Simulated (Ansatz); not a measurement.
A relaxation computed with Ansatz, from input to last step.

```yaml
crystal:
  lattice:
    - [2.6907508248, 0.0, 0.0]
    - [-1.3453754124, 2.3302585695, 0.0]
    - [0.0, 0.0, 4.4778599405]
  atoms:
    - { symbol: Pd, position: [0.6666666667, 0.3333333333, 0.75], spin: 0.41 }
    - { symbol: Pd, position: [0.3333333333, 0.6666666667, 0.25], spin: 0.41 }
basis:
  ecutwfc: 420
kpoints:
  mp_grid: { grid: [18, 18, 10] }
hamiltonian:
  xc: pbe
scf:
  occupations: { method: gaussian, width: 0.1 }
output:
  forces: true
  stress: true
  eigenvalues: true
  populations: true
  write_density: true
  write_potential: true
  elf: true
  volumetric_format: npy
magnetization:
  spin_polarized: true
relax:
  adjacent_minimum: "off"
  f_tol: 0.01
  max_steps: 30
  cell: { stress_tol: 0.1, fix: [volume] }
```

```bash
ansatz run input.yaml --threads 1 --pin off --max-ram 2560MiB --backend cpu --events-out ev --progress --plain --runs-dir out
```

Method: DFT PBE, scalar-relativistic, plane waves, PAW (Ansatz).

The volume is held at 0.91 times that of the relaxed cell.

Of 3 frames 3 are shown, positions in Å and forces in eV/Å; the SCF threshold varies from step to step. Steps run on the plane waves of an earlier cell, with a Pulay correction in the pressure. The basis is chosen afresh for the last frame, the zero of the energies, and at times for earlier ones too; energy and pressure step there, also at an unchanged geometry.

```xyz
2
Lattice="2.6908 0.0000 0.0000 -1.3454 2.3303 0.0000 0.0000 0.0000 4.4779" Properties=species:S:1:pos:R:3:forces:R:3 pbc="T T T" step=1 free_energy_over_end_meV_per_atom=0.03 pressure_GPa=19.94
Pd    1.3454    0.7768    3.3584    0.0000    0.0000    0.0000
Pd    0.0000    1.5535    1.1195    0.0000    0.0000    0.0000
2
Lattice="2.6892 0.0000 0.0000 -1.3446 2.3289 0.0000 0.0000 0.0000 4.4829" Properties=species:S:1:pos:R:3:forces:R:3 pbc="T T T" step=2 free_energy_over_end_meV_per_atom=0.00 pressure_GPa=19.92
Pd    1.3446    0.7763    3.3622    0.0000    0.0000    0.0000
Pd    0.0000    1.5526    1.1207    0.0000    0.0000    0.0000
2
Lattice="2.6892 0.0000 0.0000 -1.3446 2.3289 0.0000 0.0000 0.0000 4.4829" Properties=species:S:1:pos:R:3:forces:R:3 pbc="T T T" step=3 free_energy_over_end_meV_per_atom=0.00 pressure_GPa=19.92
Pd    1.3446    0.7763    3.3622    0.0000    0.0000    0.0000
Pd    0.0000    1.5526    1.1207    0.0000    0.0000    0.0000
```

Time: 98 s on 1 thread of Arm Neoverse N1, with other jobs on the host, peak memory 0.46 GiB.